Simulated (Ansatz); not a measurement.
**ZnS (Wurtzite-6H): equation of state with PBE**

The system is ZnS (Wurtzite-6H).

```
Zn S
1.0
     3.81200    0.00000    0.00000
    -1.90600    3.30129    0.00000
     0.00000    0.00000   18.68999
Zn S
6 6
Cartesian
  0.0000 2.2009 15.5749
  1.9060 1.1004 6.2299
  1.9060 1.1004 12.4601
  0.0000 2.2009 3.1151
  0.0000 0.0000 9.3450
  0.0000 0.0000 0.0000
  0.0000 2.2009 17.9112
  1.9060 1.1004 8.5662
  1.9060 1.1004 14.7963
  0.0000 2.2009 5.4513
  0.0000 0.0000 11.6812
  0.0000 0.0000 2.3362
```

| Quantity | Value |
| --- | --- |
| Program | Ansatz 0.2.0 |
| Task | equation of state |
| Functional | PBE |
| Potentials or basis | Ansatz PAW small core |
| Cutoff | 420 eV |
| Density cutoff | 1680 eV |
| k mesh | 8 × 8 × 2 |
| Occupations | fermi-dirac, width 0.05 eV |
| Spin | no spin polarisation |

The equilibrium volume is 20.17 Å³/atom. The bulk modulus at fixed shape and positions is 69 GPa. The pressure derivative of the bulk modulus is 4.4.

Energy against volume, from the lowest point:
| volume (Å³/atom) | energy (meV/atom) |
| --- | --- |
| 18.424 | 38.18 |
| 18.816 | 21.95 |
| 19.208 | 10.50 |
| 19.600 | 3.33 |
| 19.992 | 0.00 |
| 20.384 | 0.14 |
| 20.776 | 3.40 |

All runs of the series together: 85 s on 2 threads of Arm Neoverse V2, on a shared host.

Caveat: the cell was scaled at fixed shape and fractional positions, which overstates the stiffness of a crystal with free parameters, most of all of layers and chains.
